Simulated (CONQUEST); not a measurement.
SnSe2:

```xyz
6
Lattice="3.8110 0.0000 0.0000 0.0000 6.1360 0.0000 0.0000 0.0000 6.6008" Properties=species:S:1:pos:R:3 pbc="T T T"
Sn    0.0000    0.0000    0.0000
Sn    1.9055    0.0000    3.3004
Se    0.0000    4.6081    2.2003
Se    1.9055    4.6081    5.5007
Se    0.0000    1.5279    4.4006
Se    1.9055    1.5279    1.1001
```

Base run:

| Quantity | Value |
| --- | --- |
| Program | CONQUEST 1.3 |
| Functional | PBE |
| Potentials or basis | PseudoDojo NC PBE, SZP, grid cutoff 120 Ha |
| k mesh | 7 × 5 × 4 |
| Occupations | fermi-dirac, width 0.05 eV |
| Spin | no spin polarisation |

Its results: band gap on the k mesh 0.63 eV; pressure 8.4 GPa; largest force 1.469 eV/Å.

Problem. The run is repeated on the same cell with these changes: potentials or basis from PseudoDojo NC PBE, SZP, grid cutoff 120 Ha to PseudoDojo NC PBE, SZ, grid cutoff 120 Ha. What comes out?

Solution. Band gap on the k mesh 0.74 eV; pressure 16.3 GPa; largest force 2.631 eV/Å.

Caveats: the atomic basis is small; spin-orbit coupling is left out, which moves the levels of the heavy elements; an odd mesh through Γ misses points on the zone boundary, where band edges often lie; this functional lacks dispersion, which binds the layers, so the pressure and a relaxed spacing across them are unreliable; the basis of atomic orbitals isn't converged, which shifts pressures, moduli and gaps; forces of over 1 eV/Å show positions far from the minimum, so gaps and moduli don't describe the material at rest; the box holds several primitive cells, so bands are folded and the points are those of the box's own zone (some runs).
